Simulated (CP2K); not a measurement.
Crystal: CuO.

```
Cu O
1.0
     3.17953    0.00000    0.00000
    -1.58977    2.75356    0.00000
     0.00000    0.00000    4.43149
Cu O
2 2
Direct
  0.00000 0.00000 0.00000
  0.00000 0.00000 0.50000
  0.33333 0.66667 0.25000
  0.66667 0.33333 0.75000
```

Measurements of this composition are mostly on another form, of space group No. 15.

Base run:

```yaml
Program: CP2K 2026.2
Functional: PBE
Potentials_or_basis: POTENTIAL_UZH Cu GTH-PBE-q11, O GTH-PBE-q6; ccGRB-D basis
Density_cutoff: 9524 eV
k_mesh: 10 × 10 × 6
Occupations: fermi-dirac, width 0.05 eV
Spin: no spin polarisation
```

Its results: band gap on the k mesh none (metal or under the smearing width); pressure 12.2 GPa.

Q: The run is repeated on the same cell with these changes: potentials or basis from POTENTIAL_UZH Cu GTH-PBE-q11, O GTH-PBE-q6; ccGRB-D basis to POTENTIAL_UZH Cu GTH-PBE-q11, O GTH-PBE-q6; TZV2P-MOLOPT-PBE-GTH basis; basis sets from Cu ccGRB-D-q11, O ccGRB-D-q6 to Cu TZV2P-MOLOPT-PBE-GTH-q11, O TZV2P-MOLOPT-PBE-GTH-q6. What comes out?

A: Band gap on the k mesh none (metal or under the smearing width); pressure 8.9 GPa.

Caveats: the basis of atomic orbitals isn't converged, which shifts pressures, moduli and gaps; the run has no spin polarisation, though such a crystal can be magnetic; semilocal functionals often make such compounds metallic where correlation or magnetic order opens a gap, which also shifts bond lengths.
